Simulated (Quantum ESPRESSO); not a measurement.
SnO2 (Cassiterite):

```xyz
6
Lattice="4.7380 0.0000 0.0000 0.0000 4.7380 0.0000 0.0000 0.0000 3.1865" Properties=species:S:1:pos:R:3 pbc="T T T"
Sn    2.3690    2.3690    1.5933
Sn    0.0000    0.0000    0.0000
O     3.8240    0.9140    1.5933
O     0.9140    3.8240    1.5933
O     1.4550    1.4550    0.0000
O     3.2830    3.2830    0.0000
```

| Property | Result |
| --- | --- |
| Program | Quantum ESPRESSO 7.5 |
| Task | relaxation of cell and atoms |
| Functional | PW91 |
| Dispersion | D4 |
| Potentials or basis | PseudoDojo 0.4.1 SR PBE standard |
| Cutoff | 1143 eV |
| Density cutoff | 4572 eV |
| k mesh | 5 × 5 × 7 |
| Occupations | fermi-dirac, width 0.05 eV |
| Spin | no spin polarisation |

At the start: pressure 9.1 GPa; volume 11.92 Å³/atom.

Question: How do energy, volume and symmetry change on relaxing?

Answer: Over 7 steps the energy falls by 14.6 meV/atom and the volume is 12.43 Å³/atom (+4.2 %); space group P4_2/mnm (No. 136, to 0.05 Å).

The path:
```csv
step,energy change (eV),largest force (eV/Å),pressure (GPa),volume (Å³)
1,0.0000,0.2887,9.07,71.53
2,-0.0226,0.1640,7.79,71.88
3,-0.0743,0.2379,2.38,73.55
4,-0.0802,0.2291,1.25,73.97
5,-0.0867,0.1108,-0.12,74.55
6,-0.0878,0.0288,-0.17,74.61
7,-0.0879,0.0001,-0.02,74.57
```

Final structure:
```cif
data_structure
_symmetry_space_group_name_H-M 'P 1'
_symmetry_Int_Tables_number 1
_cell_length_a 4.7969
_cell_length_b 4.7969
_cell_length_c 3.2406
_cell_angle_alpha 90.000
_cell_angle_beta 90.000
_cell_angle_gamma 90.000
_cell_volume 74.57
loop_
_atom_site_label
_atom_site_type_symbol
_atom_site_fract_x
_atom_site_fract_y
_atom_site_fract_z
_atom_site_occupancy
Sn1 Sn 0.50000 0.50000 0.50000 1
Sn2 Sn 0.00000 0.00000 0.00000 1
O1 O 0.80635 0.19365 0.50000 1
O2 O 0.19365 0.80635 0.50000 1
O3 O 0.30635 0.30635 0.00000 1
O4 O 0.69365 0.69365 0.00000 1
```

Caveat: the potentials were made for another functional, which shifts forces and pressure.
